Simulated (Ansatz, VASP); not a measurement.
Two plane-wave programs on Pd

File INCAR:

```
  ALGO = Normal
  EDIFF = 1E-6
  ENCUT = 520
  GGA = PS
  ISIF = 2
  ISMEAR = -1
  ISPIN = 2
  LASPH = True
  LCHARG = False
  LMAXMIX = 4
  LORBIT = 11
  LREAL = False
  LWAVE = False
  MAGMOM = 0.5 -0.5
  NBANDS = 21
  NELM = 150
  PREC = Accurate
  SIGMA = 0.05
```

Contents of KPOINTS:

```
k-points
0
Gamma
  12 12 12
```

The input POSCAR:

```
Pd
1.0
    3.1234850150      0.0000000000      0.0000000000
    0.0000000000      3.1234850150      0.0000000000
    0.0000000000      0.0000000000      3.1234850150
Pd
2
Direct
    0.0000000000      0.0000000000      0.0000000000
    0.5000000000      0.5000000000      0.5000000000
```

Input for Ansatz:

```yaml
crystal:
  lattice:
    - [3.123485015, 0.0, 0.0]
    - [0.0, 3.123485015, 0.0]
    - [0.0, 0.0, 3.123485015]
  atoms:
    - { symbol: Pd, position: [0.0, 0.0, 0.0], spin: 0.5 }
    - { symbol: Pd, position: [0.5, 0.5, 0.5], spin: -0.5 }
hamiltonian:
  xc: pbesol
  pseudopotentials:
    kind: paw
    azcp:
      Pd: "pseudopotentials/Pd.paw.azcp"
basis:
  ecutwfc: 420
  fft_grid_basis: typed
kpoints:
  mp_grid: { grid: [12, 12, 12], shift: [0, 0, 0] }
magnetization:
  spin_polarized: true
scf:
  occupations: { method: fermi_dirac, width: 0.05 }
  lower_state_search: "off"
output:
  stress: true
```

Alike in both runs: task single point; functional PBEsol; k mesh 12 × 12 × 12; occupations fermi-dirac, width 0.05 eV; collinear spin.

|  | VASP | Ansatz |
| --- | --- | --- |
| version | VASP 6.6.1 | Ansatz 0.2.0 |
| potentials or method | VASP PAW PBE potentials, release 64 (Pd) | plane waves (420 eV) with PAW, scalar-relativistic |
| plane-wave cutoff (eV) | 520 | 420 |
| valence electrons in the cell | 20 | 36 |

```tsv
	VASP	Ansatz	Ansatz less VASP
pressure (GPa)	-7.1	-6.8	+0.31
net moment per atom (μB)	0.00	0.00	0.000
```

The two sets of potentials don't hold the same shells in valence. Ansatz warned: «pseudo_functional_mismatch».

Caveats: the PAW data sets were made with another functional, which shifts forces and pressure a little (VASP).
